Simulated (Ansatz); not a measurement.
# Tl (P6_3/mmc) in Ansatz: convergence with k mesh

Aim: find how far k mesh must go before the results for Tl settle, at PBEsol. This setting moves, with any that are tied to it; all else stays.

Everything below comes from runs of Ansatz 0.2.0. Logs are shortened: lines on timing, memory, paths and dates and some standing lists are left out, and cuts for length are marked.

### 1 The crystal as given

The structure is hexagonal, space group P6_3/mmc (No. 194). The conventional cell has a = 3.456 Å, b = 3.456 Å, c = 5.525 Å, α = 90.00°, β = 90.00°, γ = 120.00°. Tl (site symmetry -6m2) has 12 Tl at 3.41 to 3.46 Å as nearest neighbours.

### 2 With k mesh 2 × 2 × 1

The input, input.yaml:

```yaml
crystal:
  lattice:
    - [3.456, 0.0, 0.0]
    - [-1.728, 2.9929837955, 0.0]
    - [0.0, 0.0, 5.525]
  atoms:
    - { symbol: Tl, position: [0.6666666667, 0.3333333333, 0.75] }
    - { symbol: Tl, position: [0.3333333333, 0.6666666667, 0.25] }
kpoints:
  mp_grid: { grid: [2, 2, 1] }
scf:
  occupations: { method: fermi_dirac, width: 0.05 }
hamiltonian:
  xc: pbesol
  pseudopotentials: { kind: all_electron, lapw: { basis_error: 0.001 } }
output:
  forces: true
  stress: true
  eigenvalues: true
```

Potentials or basis: all-electron LAPW, scalar-relativistic.

Command:

```console
ansatz run input.yaml --threads 1 --pin off --max-ram 3072MiB --backend cpu --events-out ev --progress --plain --runs-dir out
```

Run time: 1.3 s. Hardware: 1 thread of Arm Neoverse V2, shared host; peak memory 0.23 GiB.

What came out:

* Free energy: -1101255.2374 eV
* Pressure: 8.7 GPa
* Band gap on the k mesh: 1.22 eV, direct

### 3 With k mesh 3 × 3 × 2

input.yaml: that of step 2 with these lines changed.

```diff
@@ -9,3 +9,3 @@
 kpoints:
-  mp_grid: { grid: [2, 2, 1] }
+  mp_grid: { grid: [3, 3, 2] }
 scf:
```

Potentials or basis: all-electron LAPW, scalar-relativistic.

Command:

```console
ansatz run input.yaml --threads 1 --pin off --max-ram 3072MiB --backend cpu --events-out ev --progress --plain --runs-dir out
```

It took 2.4 s on 1 thread of Arm Neoverse V2, shared host; peak memory 0.24 GiB.

Results:

```
Free energy            : -1101254.8657 eV
Pressure               : -0.1 GPa
Band gap on the k mesh : none (metal or under the smearing width)
```

### 4 With k mesh 4 × 4 × 2

input.yaml: that of step 3 with these lines changed.

```diff
@@ -9,3 +9,3 @@
 kpoints:
-  mp_grid: { grid: [3, 3, 2] }
+  mp_grid: { grid: [4, 4, 2] }
 scf:
```

Command:

```console
ansatz run input.yaml --threads 1 --pin off --max-ram 3072MiB --backend cpu --events-out ev --progress --plain --runs-dir out
```

It took 2.8 s on 1 thread of Arm Neoverse V2, shared host; peak memory 0.24 GiB.

Results:

| Property | Result |
| --- | --- |
| Free energy | -1101255.4622 eV |
| Pressure | 1.9 GPa |
| Band gap on the k mesh | none (metal or under the smearing width) |

### 5 With k mesh 6 × 6 × 3

input.yaml: that of step 4 with these lines changed.

```diff
@@ -9,3 +9,3 @@
 kpoints:
-  mp_grid: { grid: [4, 4, 2] }
+  mp_grid: { grid: [6, 6, 3] }
 scf:
```

Command:

```console
ansatz run input.yaml --threads 1 --pin off --max-ram 3072MiB --backend cpu --events-out ev --progress --plain --runs-dir out
```

Wall time 4.2 s (1 thread of Arm Neoverse V2, shared host); peak memory 0.26 GiB.

Results:

| Quantity | Value |
| --- | --- |
| Free energy | -1101255.5297 eV |
| Pressure | -0.1 GPa |
| Band gap on the k mesh | none (metal or under the smearing width) |

### 6 With k mesh 7 × 7 × 4

input.yaml: that of step 5 with these lines changed.

```diff
@@ -9,3 +9,3 @@
 kpoints:
-  mp_grid: { grid: [6, 6, 3] }
+  mp_grid: { grid: [7, 7, 4] }
 scf:
```

Potentials or basis: all-electron LAPW, scalar-relativistic.

Command:

```console
ansatz run input.yaml --threads 1 --pin off --max-ram 3072MiB --backend cpu --events-out ev --progress --plain --runs-dir out
```

Run time: 6.5 s. Hardware: 1 thread of Arm Neoverse V2, shared host; peak memory 0.28 GiB.

Results:

```yaml
Free_energy: -1101255.4993 eV
Pressure: 0.1 GPa
Band_gap_on_the_k_mesh: none (metal or under the smearing width)
```

### 7 With k mesh 9 × 9 × 5

input.yaml: that of step 6 with these lines changed.

```diff
@@ -9,3 +9,3 @@
 kpoints:
-  mp_grid: { grid: [7, 7, 4] }
+  mp_grid: { grid: [9, 9, 5] }
 scf:
```

Command:

```console
ansatz run input.yaml --threads 1 --pin off --max-ram 3072MiB --backend cpu --events-out ev --progress --plain --runs-dir out
```

Run time: 9.4 s. Hardware: 1 thread of Arm Neoverse V2, shared host; peak memory 0.3 GiB.

Results:

* Free energy: -1101255.5454 eV
* Pressure: 0.2 GPa
* Band gap on the k mesh: none (metal or under the smearing width)

### 8 With k mesh 11 × 11 × 6

input.yaml: that of step 7 with these lines changed.

```diff
@@ -9,3 +9,3 @@
 kpoints:
-  mp_grid: { grid: [9, 9, 5] }
+  mp_grid: { grid: [11, 11, 6] }
 scf:
```

Command:

```console
ansatz run input.yaml --threads 1 --pin off --max-ram 3072MiB --backend cpu --events-out ev --progress --plain --runs-dir out
```

It took 16 s on 1 thread of Arm Neoverse V2, shared host; peak memory 0.37 GiB.

Results (log left out):

```
Free energy            : -1101255.5734 eV
Pressure               : 0.0 GPa
Band gap on the k mesh : none (metal or under the smearing width)
```

### 9 With k mesh 13 × 13 × 7

input.yaml: that of step 8 with these lines changed.

```diff
@@ -9,3 +9,3 @@
 kpoints:
-  mp_grid: { grid: [11, 11, 6] }
+  mp_grid: { grid: [13, 13, 7] }
 scf:
```

Potentials or basis: all-electron LAPW, scalar-relativistic.

Command:

```console
ansatz run input.yaml --threads 1 --pin off --max-ram 3072MiB --backend cpu --events-out ev --progress --plain --runs-dir out
```

Output:

```text
Warning: RAYON_NUM_THREADS=1 ignored (pool sized by the plan → 1); use --threads N
LAPW: plane waves up to 6.623 Å⁻¹, error target 1.0e-3 eV per atom; small_component_spin mean_spin; Tl in spheres of 1.704 Å, 35 of its electrons in bands, Dirac shells [] (how accurate: hamiltonian.pseudopotentials.lapw.basis_error, Limitations)
Engine: ansatz 0.2.0, aarch64-unknown-linux-gnu
Pseudopotentials: kind: all_electron
Pseudopotential: Tl, LAPW, valence charge 35, lapw/all_electron/scalar/gaussian/Tl, Koelling and Harmon's equation, gaussian nucleus
Functional definition: PBEsol
  exchange = pbesol_x
  correlation = pbesol_c
Crystal: 2 atoms, lattice volume = 57.149 Å³
Basis set: ecut = 167.13372019703004 eV, 287 PW (Γ), exchange–correlation at level 2
Bands: 42, of which v1, the nominal top of the filled ones, is band 35 counted from 1 (34 counted from 0)
Symmetry: 24 space group operations
Space group: P63/mmc (ITA 194), of the structure as read, at distance tolerance 3.9e-5 Å
k-points: 84 of 1183
Non-local potential: Tl, projectors of the file, none
Initial density: superposition of atomic densities (chi_scale 0.1, normalization cell)
[... 13 lines left out ...]
Free energy (F): -1101255.568022 eV
Harris-Foulkes:  -1101255.568022 eV  (|F-HF|=3.56e-8)
Internal energy: -1101255.561108 eV  (E = F + TS)
E sigma→0 (E₀):  -1101255.564565 eV
Entropy (-TS):   -0.006914 eV (-3.457 meV/atom)
Fermi energy:    15.473237 eV
--- Per-component energies (eV) ---
  E_band       = -3618.544580
  E_kinetic    = 1264625.016995
  E_xc         = -20414.732108
  E_electrostatic = -2345465.845995  (all electrons and nuclei)
  E_smearing   = -0.006914  (= −TS)
  E_closure    = 0.000000  (closes the sum)
  E_atoms      = -1101250.324580  (free atoms, spherical and without spin; not in F)
  Σ components = -1101255.568022   (vs F -1101255.568022, Δ=0.00e0)
  Basis errors (estimates in eV, not in F): energy 2.1e-4 per atom: plane waves 2.1e-4 (1.1e-4 summed), levels above the bands 9.3e-95, relativity 1.6e-8, radial functions 2.9e-6, core shells 6.7e-9; eigenvalues (radial functions only) 1.1e-4; not estimated: angular momenta, meshes, grids; target (lapw.basis_error) 1.0e-3; muffin-tin radii Tl 1.704 Å
--- Forces (eV/Å), atoms counted from 1 ---
  atom   1  Tl     0.00000000     0.00000000     0.00000000
  atom   2  Tl     0.00000000    -0.00000000     0.00000000
  max |Σ_I F_I| component: 4.05e-18 eV/Å
--- Stress (GPa, compression-positive) ---
        0.405259      -0.000000       0.000000
       -0.000000       0.405259       0.000000
        0.000000       0.000000      -0.737567
  P = ⅓ Tr σ = 0.0243 GPa (0.243 kbar)
--- Band table (eV; the first three rows and the last of 84) ---
  k-point 0: bands = ["-111.1803", "-111.1801", "-94.5066", "-94.5066", "-94.5066", "-94.5066", "-94.5059", "-94.5059", "-94.5059", "-94.5059", "-94.5056", "-94.5056", "-94.5056", "-94.5056", "-94.5055", "-94.5055", "-56.3637", "-56.3565", "-56.3565", "-56.3548", "-56.3548", "-56.3547", "3.7076", "3.9424", "3.9652", "3.9652", "4.0194", "4.0194", "4.0812", "4.0812", "4.4220", "4.4220", "5.3985", "10.3592", "12.5890", "23.4351", "23.4351", "25.5171", "25.5171", "25.7085", "26.2467", "26.3765"]
  k-point 1: bands = ["-111.1803", "-111.1801", "-94.5066", "-94.5066", "-94.5066", "-94.5066", "-94.5059", "-94.5059", "-94.5059", "-94.5059", "-94.5056", "-94.5056", "-94.5056", "-94.5056", "-94.5055", "-94.5055", "-56.3632", "-56.3564", "-56.3564", "-56.3552", "-56.3549", "-56.3549", "3.7224", "3.9386", "3.9449", "3.9449", "4.0074", "4.0074", "4.1212", "4.1212", "4.4146", "4.4146", "5.5106", "9.5507", "13.6193", "23.5248", "23.5248", "24.9398", "25.4103", "25.4103", "25.7297", "26.2144"]
  k-point 2: bands = ["-111.1803", "-111.1802", "-94.5066", "-94.5066", "-94.5066", "-94.5066", "-94.5059", "-94.5059", "-94.5059", "-94.5059", "-94.5056", "-94.5056", "-94.5056", "-94.5056", "-94.5055", "-94.5055", "-56.3620", "-56.3564", "-56.3562", "-56.3562", "-56.3551", "-56.3551", "3.7632", "3.9192", "3.9235", "3.9235", "3.9778", "3.9778", "4.1976", "4.1976", "4.3897", "4.3897", "5.8567", "8.3466", "15.4874", "22.4934", "23.7848", "23.7848", "25.1026", "25.1026", "25.7738", "26.1225"]
  k-point 83: bands = ["-111.1801", "-111.1801", "-94.5066", "-94.5066", "-94.5066", "-94.5066", "-94.5059", "-94.5059", "-94.5059", "-94.5059", "-94.5056", "-94.5056", "-94.5056", "-94.5056", "-94.5055", "-94.5055", "-56.3617", "-56.3616", "-56.3598", "-56.3592", "-56.3567", "-56.3566", "3.7864", "3.7874", "3.9511", "4.0451", "4.1046", "4.1459", "4.2015", "4.2021", "4.4253", "4.4443", "11.1205", "11.3870", "14.4349", "14.6336", "15.6072", "16.3104", "22.4804", "23.0179", "25.5805", "26.9458"]
```

Run time: 19 s. Hardware: 1 thread of Arm Neoverse V2, shared host; peak memory 0.41 GiB.

What came out:

```yaml
Free_energy: -1101255.5680 eV
Pressure: 0.0 GPa
Band_gap_on_the_k_mesh: none (metal or under the smearing width)
```

### 10 Summary

| k mesh | energy less the tightest run, at zero smearing (meV/atom) | pressure (GPa) | gap on the mesh (eV) | SCF cycles | CPU time (s) | peak memory (GiB) |
| --- | --- | --- | --- | --- | --- | --- |
| 2 × 2 × 1 | 163.61 | 8.67 | 1.218 | 7 | 1.3 | 0.23 |
| 3 × 3 × 2 | 353.63 | -0.11 | 0.000 | 7 | 2.4 | 0.24 |
| 4 × 4 × 2 | 54.51 | 1.88 | 0.000 | 7 | 2.8 | 0.24 |
| 6 × 6 × 3 | 22.30 | -0.06 | 0.000 | 7 | 4.2 | 0.26 |
| 7 × 7 × 4 | 36.42 | 0.10 | 0.000 | 7 | 6.5 | 0.28 |
| 9 × 9 × 5 | 13.20 | 0.23 | 0.000 | 7 | 9.4 | 0.3 |
| 11 × 11 × 6 | -2.04 | 0.00 | 0.000 | 7 | 16 | 0.37 |
| 13 × 13 × 7 | 0.00 | 0.02 | 0.000 | 6 | 19 | 0.41 |

Against the tightest run, the pressure stays within 0.1 GPa from 11 × 11 × 6 on; the gap on the mesh stays within 0.01 eV from 3 × 3 × 2 on. Not settled before the last step: the energy (to 1 meV/atom). Meshes of other sizes hit other points, so gaps and Fermi surfaces needn't settle smoothly. The tightest run that finished is the yardstick and may itself not be fully converged.
